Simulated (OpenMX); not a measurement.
Set up this calculation in OpenMX 3.8.5, as the native input.

```
Task                : band structure
Functional          : LDA
Potentials or basis : OpenMX 2013 LDA set, N6.0-s2p2d1, B7.0-s2p2d1, grid cutoff 400 Ry
k mesh              : 13 × 13 × 5
Occupations         : fermi-dirac, width 0.05 eV
Spin                : no spin polarisation
Mixing scheme       : rmm-diisk
SCF threshold       : 1e-08 Ha
Solver              : band
Max SCF cycles      : 100
```

Crystal: BN.

```xyz
4
Lattice="2.4982 0.0000 0.0000 -1.2491 2.1635 0.0000 0.0000 0.0000 6.6357" Properties=species:S:1:pos:R:3 pbc="T T T"
N     1.2491    0.7212    1.6589
N     0.0000    1.4424    4.9768
B     1.2491    0.7212    4.9768
B     0.0000    1.4424    1.6589
```

The input as run:

BN.dat

```
System.CurrrentDirectory             ./
System.Name                          BN
DATA.PATH                            ./DFT_DATA13
level.of.stdout                      1
level.of.fileout                     0
Species.Number                       2
<Definition.of.Atomic.Species
  N   N6.0-s2p2d1            N_CA13
  B   B7.0-s2p2d1            B_CA13
Definition.of.Atomic.Species>

Atoms.Number                         4
Atoms.SpeciesAndCoordinates.Unit     FRAC
<Atoms.SpeciesAndCoordinates
    1  N     0.6666666667    0.3333333333    0.2500000000   2.500  2.500
    2  N     0.3333333333    0.6666666667    0.7500000000   2.500  2.500
    3  B     0.6666666667    0.3333333333    0.7500000000   1.500  1.500
    4  B     0.3333333333    0.6666666667    0.2500000000   1.500  1.500
Atoms.SpeciesAndCoordinates>

Atoms.UnitVectors.Unit               Ang
<Atoms.UnitVectors
     2.4982400000    0.0000000000    0.0000000000
    -1.2491200000    2.1635393048    0.0000000000
     0.0000000000    0.0000000000    6.6357000000
Atoms.UnitVectors>

scf.XcType                           LDA
scf.SpinPolarization                 off
scf.ElectronicTemperature            580.226
scf.energycutoff                     400.0
scf.maxIter                          100
scf.EigenvalueSolver                 band
scf.Kgrid                            13 13 5
scf.Mixing.Type                      rmm-diisk
scf.Init.Mixing.Weight               0.05
scf.Min.Mixing.Weight                0.001
scf.Max.Mixing.Weight                0.3
scf.Mixing.History                   25
scf.Mixing.StartPulay                8
scf.criterion                        1.0e-8
scf.stress.tensor                    on
MD.Type                              nomd
Band.dispersion                      on
Band.Nkpath                          9
<Band.kpath
   12   0.000000  0.000000  0.000000    0.500000  0.000000  0.000000  G M
    7   0.500000  0.000000  0.000000    0.333333  0.333333  0.000000  M K
   14   0.333333  0.333333  0.000000    0.000000  0.000000  0.000000  K G
    4   0.000000  0.000000  0.000000    0.000000  0.000000  0.500000  G A
   12   0.000000  0.000000  0.500000    0.500000  0.000000  0.500000  A L
    7   0.500000  0.000000  0.500000    0.333333  0.333333  0.500000  L H
   14   0.333333  0.333333  0.500000    0.000000  0.000000  0.500000  H A
    4   0.500000  0.000000  0.500000    0.500000  0.000000  0.000000  L M
    4   0.333333  0.333333  0.000000    0.333333  0.333333  0.500000  K H
Band.kpath>
```

Potentials or basis: OpenMX 2013 LDA set, N6.0-s2p2d1, B7.0-s2p2d1, grid cutoff 400 Ry.

Run with:

```sh
$ openmx BN.dat -nt 1 > BN.std
```

Results of the run:

```json
{
  "Pressure": "-0.5 GPa",
  "Largest force": "0.012 eV/Å",
  "Band gap on the k mesh": "4.16 eV, indirect (least direct gap 4.55 eV)",
  "Band gap along the path": "4.10 eV, indirect (least direct gap 4.51 eV)",
  "Mulliken charges": "N -0.63; B +0.63 e"
}
```

Caveat: Mulliken charges move with the basis; the basis of atomic orbitals isn't converged, which shifts pressures, moduli and gaps.

Wall time 5.2 min on 1 thread of Intel(R) Xeon(R) 6975P-C (Granite Rapids) (shared host), peak memory 0.86 GiB.
